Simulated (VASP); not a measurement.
# Pb (Fm-3m) in VASP: settings compared, part 2 of 2

VASP 6.6.1. The steps go on from the part before.

## (3) Single point, PBE

This run uses another cell than the first one, of 32.01 Å³/atom, 1.068 times its volume.

Input file INCAR:

```
SYSTEM = Pb
PREC = Accurate ; ENCUT = 320
EDIFF = 1E-7 ; ISMEAR = -1
SIGMA = 0.05 ; LREAL = .False.
LASPH = .True. ; NELM = 100
ALGO = Normal ; ISIF = 2
LWAVE = .False. ; LCHARG = .False.
GGA = PE
```

Input file KPOINTS:

```
Automatic mesh
0
Gamma
  5 5 5
  0 0 0
```

Input file POSCAR:

```
Pb
1.0
   10.0800000000      0.0000000000      0.0000000000
    0.0000000000     10.0800000000      0.0000000000
    0.0000000000      0.0000000000     10.0800000000
Pb
32
Direct
    0.0000000000      0.0000000000      0.0000000000
    0.0000000000      0.0000000000      0.5000000000
    0.0000000000      0.5000000000      0.0000000000
    0.0000000000      0.5000000000      0.5000000000
    0.5000000000      0.0000000000      0.0000000000
    0.5000000000      0.0000000000      0.5000000000
    0.5000000000      0.5000000000      0.0000000000
    0.5000000000      0.5000000000      0.5000000000
    0.0000000000      0.2500000000      0.2500000000
    0.0000000000      0.2500000000      0.7500000000
    0.0000000000      0.7500000000      0.2500000000
    0.0000000000      0.7500000000      0.7500000000
    0.5000000000      0.2500000000      0.2500000000
    0.5000000000      0.2500000000      0.7500000000
    0.5000000000      0.7500000000      0.2500000000
    0.5000000000      0.7500000000      0.7500000000
    0.2500000000      0.0000000000      0.2500000000
    0.2500000000      0.0000000000      0.7500000000
    0.2500000000      0.5000000000      0.2500000000
    0.2500000000      0.5000000000      0.7500000000
    0.7500000000      0.0000000000      0.2500000000
    0.7500000000      0.0000000000      0.7500000000
    0.7500000000      0.5000000000      0.2500000000
    0.7500000000      0.5000000000      0.7500000000
    0.2500000000      0.2500000000      0.0000000000
    0.2500000000      0.2500000000      0.5000000000
    0.2500000000      0.7500000000      0.0000000000
    0.2500000000      0.7500000000      0.5000000000
    0.7500000000      0.2500000000      0.0000000000
    0.7500000000      0.2500000000      0.5000000000
    0.7500000000      0.7500000000      0.0000000000
    0.7500000000      0.7500000000      0.5000000000
```

Potentials or basis: VASP PAW PBE potentials, release 64 (Pb_d).

Started as:

```
$ cat potpaw_PBE.64/Pb_d/POTCAR > POTCAR
$ mpirun -np 1 vasp_std > vasp.out
```

OUTCAR:

```text
SYSTEM = Pb
   PREC = Accurate
   ENCUT = 320
   EDIFF = 1E-7
   ISMEAR = -1
   LREAL = .False.
   LASPH = .True.
   NELM = 100
   ISIF = 2
   GGA = PE

 ion  position               nearest neighbor table
   1  0.000  0.000  0.000-   9 3.56  10 3.56  11 3.56  12 3.56  17 3.56  18 3.56  21 3.56  22 3.56
                            25 3.56  27 3.56  29 3.56  31 3.56
   2  0.000  0.000  0.500-   9 3.56  10 3.56  11 3.56  12 3.56  17 3.56  18 3.56  21 3.56  22 3.56
                            26 3.56  28 3.56  30 3.56  32 3.56
   3  0.000  0.500  0.000-   9 3.56  10 3.56  11 3.56  12 3.56  19 3.56  20 3.56  23 3.56  24 3.56
                            25 3.56  27 3.56  29 3.56  31 3.56
   4  0.000  0.500  0.500-   9 3.56  10 3.56  11 3.56  12 3.56  19 3.56  20 3.56  23 3.56  24 3.56
                            26 3.56  28 3.56  30 3.56  32 3.56
   5  0.500  0.000  0.000-  13 3.56  14 3.56  15 3.56  16 3.56  17 3.56  18 3.56  21 3.56  22 3.56
                            25 3.56  27 3.56  29 3.56  31 3.56
   6  0.500  0.000  0.500-  13 3.56  14 3.56  15 3.56  16 3.56  17 3.56  18 3.56  21 3.56  22 3.56
                            26 3.56  28 3.56  30 3.56  32 3.56
   7  0.500  0.500  0.000-  13 3.56  14 3.56  15 3.56  16 3.56  19 3.56  20 3.56  23 3.56  24 3.56
                            25 3.56  27 3.56  29 3.56  31 3.56
[... 250 lines left out ...]
      4     -10.4054      2.00000
      5     -10.4054      2.00000
      6     -10.4054      2.00000
[... 2379 lines left out ...]
    235       7.8475      0.00000
    236       8.2153      0.00000
 [bands above 236 left out]

------------------------ aborting loop because EDIFF is reached ----------------------------------------

  FORCE on cell =-STRESS in cart. coord.  units (eV):
  Direction    XX          YY          ZZ          XY          YZ          ZX
  --------------------------------------------------------------------------------------
  -------------------------------------------------------------------------------------
  Total       -5.4576525     -5.4576525     -5.4576525      0.0000000      0.0000000     -0.0000000
  in kB       -8.5375815     -8.5375815     -8.5375815      0.0000000      0.0000000     -0.0000000
  external PRESSURE =      -8.5375815 kB  Pullay stress =       0.0000000 kB

 VOLUME and BASIS-vectors are now :
 -----------------------------------------------------------------------------
  energy-cutoff  :      320.00
  volume of cell :     1024.19
      direct lattice vectors                 reciprocal lattice vectors
    10.080000000  0.000000000  0.000000000     0.099206349  0.000000000  0.000000000
     0.000000000 10.080000000  0.000000000     0.000000000  0.099206349  0.000000000
     0.000000000  0.000000000 10.080000000     0.000000000  0.000000000  0.099206349

 POSITION                                       TOTAL-FORCE (eV/Angst)
 -----------------------------------------------------------------------------------
      0.00000      0.00000      0.00000         0.000000      0.000000      0.000000
      0.00000      0.00000      5.04000        -0.000000     -0.000000     -0.000000
      0.00000      5.04000      0.00000        -0.000000     -0.000000     -0.000000
      0.00000      5.04000      5.04000         0.000000     -0.000000      0.000000
      5.04000      0.00000      0.00000        -0.000000     -0.000000     -0.000000
      5.04000      0.00000      5.04000        -0.000000      0.000000      0.000000
[... 24 lines left out ...]
      7.56000      7.56000      0.00000         0.000000      0.000000      0.000000
      7.56000      7.56000      5.04000         0.000000     -0.000000     -0.000000
 -----------------------------------------------------------------------------------
    total drift:                                0.000000      0.000000     -0.000000

  FREE ENERGIE OF THE ION-ELECTRON SYSTEM (eV)
  ---------------------------------------------------
  free  energy   TOTEN  =      -114.2133564177 eV

  energy  without entropy=     -114.0945768547  energy(sigma->0) =     -114.15396664
```

It took 35 min on 1 thread of Intel Xeon Platinum 8559C (Emerald Rapids), shared host; peak memory 0.99 GiB.

What came out:

```yaml
Free_energy: -114.2134 eV
Pressure: -0.9 GPa
Band_gap_on_the_k_mesh: none (metal or under the smearing width)
```

Spin-orbit coupling is left out, which matters for the levels of Pb.

## (4) Single point, LDA

This run uses another cell than the first one, of 29.05 Å³/atom, 0.970 times its volume.

Input file INCAR:

```
  ALGO = Normal
  EDIFF = 1E-7
  ENCUT = 320
  ISIF = 2
  ISMEAR = -1
  LASPH = True
  LCHARG = False
  LREAL = False
  LWAVE = False
  NBANDS = 246
  NELM = 80
  PREC = Accurate
  SIGMA = 0.05
```

Input file KPOINTS:

```
k-points
0
Gamma
  5 5 5
```

POSCAR: that of step 3 with these lines changed.

```diff
@@ -2,5 +2,5 @@
 1.0
-   10.0800000000      0.0000000000      0.0000000000
-    0.0000000000     10.0800000000      0.0000000000
-    0.0000000000      0.0000000000     10.0800000000
+    9.7600000000      0.0000000000      0.0000000000
+    0.0000000000      9.7600000000      0.0000000000
+    0.0000000000      0.0000000000      9.7600000000
 Pb
```

Potentials or basis: VASP PAW LDA potentials, release 64 (Pb_d).

Started as:

```
$ cat potpaw_LDA.64/Pb_d/POTCAR > POTCAR
$ mpirun -np 1 vasp_std > vasp.out
```

It took 19 min on 1 thread of Intel Xeon 6975P-C (Granite Rapids), shared host; peak memory 0.81 GiB.

Results (log left out):

- Free energy: -136.3289 eV
- Pressure: -0.7 GPa
- Band gap on the k mesh: none (metal or under the smearing width)

Levels at points of the mesh, in eV from the Fermi level:
```tsv
k point	band 219	band 220	band 221	band 222	band 223	band 224	band 225	band 226	band 227	band 228
(0.00, 0.00, 0.00)	-1.18	-1.18	-1.18	-1.18	-1.18	0.16	0.16	0.16	0.16	0.16
```

The run has no spin-orbit coupling, so splittings on Pb are missing.

## (5) Overview

| level | potentials or basis | cell | gap on the mesh (eV) | pressure (GPa) |
| --- | --- | --- | --- | --- |
| PBEsol | VASP PAW PBE potentials, release 64 (Pb_d) | Fm-3m, 29.96 Å³/atom | none | -0.7 |
| PBE | VASP PAW PBE potentials, release 64 (Pb_d) | Fm-3m, 32.01 Å³/atom | none | -0.9 |
| LDA | VASP PAW LDA potentials, release 64 (Pb_d) | Fm-3m, 29.05 Å³/atom | none | -0.7 |

Alike in all rows: task single point; no spin polarisation; k mesh 5 × 5 × 5; cutoff (eV) 320; smearing fermi-dirac 0.05 eV.

Caveats: the PAW data sets were made with another functional, which shifts forces and pressure a little (some runs).

Absolute energies hang on the potentials; compare differences alone.
